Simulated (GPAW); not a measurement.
Write an ASE script for GPAW 26.7.0 that does the following.

| Property | Result |
| --- | --- |
| Task | single point |
| Functional | PBE |
| Potentials or basis | GPAW PAW data sets (gpaw-data 1.2.1) |
| Cutoff | 600 eV |
| Basis | pw |
| k mesh | 11 × 12 × 12 |
| Occupations | fermi-dirac, width 0.05 eV |
| Spin | no spin polarisation |
| Maxiter | 150 |

The system is Al.

```
CELL_PARAMETERS angstrom
-1.57590 1.65692 1.65798
1.47948 -1.59764 1.50228
1.61445 1.63620 -1.59870
ATOMIC_POSITIONS crystal
Al 0.00000 0.00000 0.00000
```

This isn't the form of Al at room conditions, which is fcc.

The cell isn't the ideal one: cell sheared at random, sigma 0.03, atoms nudged by 0.01 Å.

One way to write it, as run:

run.py

```python
from ase import Atoms
from ase.dft.bandgap import bandgap
from ase.io import write
from ase.units import Bohr, GPa
from gpaw import GPAW, PW
from gpaw.elf import elf_from_dft_calculation

atoms = Atoms(['Al'],
              cell=[[-1.57590039, 1.65692361, 1.65798385],
                    [1.47947634, -1.59764145, 1.50227763],
                    [1.61445482, 1.63619588, -1.59870168]],
              scaled_positions=[[0.0, 0.0, 0.0]],
              pbc=True)

calc = GPAW(mode=PW(600),
            xc='PBE',
            kpts={'size': (11, 12, 12), 'gamma': True},
            occupations={'name': 'fermi-dirac', 'width': 0.05},
            nbands=7,
            convergence={'density': 1e-05, 'energy': 1e-05},
            maxiter=150,
            txt='gpaw.txt')
atoms.calc = calc
energy = atoms.get_potential_energy()
forces = atoms.get_forces()
stress = atoms.get_stress()
calc.write('gs.gpw')
write('result.traj', atoms)
print(f'Energy: {energy:.6f} eV')
print('Forces (eV/A):')
print(forces.round(4))
print('Stress (GPa):', (stress / GPa).round(3))
print('Fermi level:', round(calc.get_fermi_level(), 4), 'eV')
print(f'Gap: {bandgap(calc)[0]:.4f} eV, direct: {bandgap(calc, direct=True)[0]:.4f} eV')

# fields on the real-space grid
write('density.cube', atoms, data=calc.get_pseudo_density() * Bohr**3)
write('potential.cube', atoms, data=calc.get_electrostatic_potential())
write('elf.cube', atoms, data=elf_from_dft_calculation(calc).data)
```

Potentials or basis: GPAW PAW data sets (gpaw-data 1.2.1), pw.

Launch:

```bash
$ OMP_NUM_THREADS=1 python run.py
```

It gave:

* Pressure: 4.8 GPa
* Band gap on the k mesh: none (metal or under the smearing width)

Wall time 47 s on 1 thread of Arm Neoverse V1, on a shared host, peak memory 0.24 GiB.
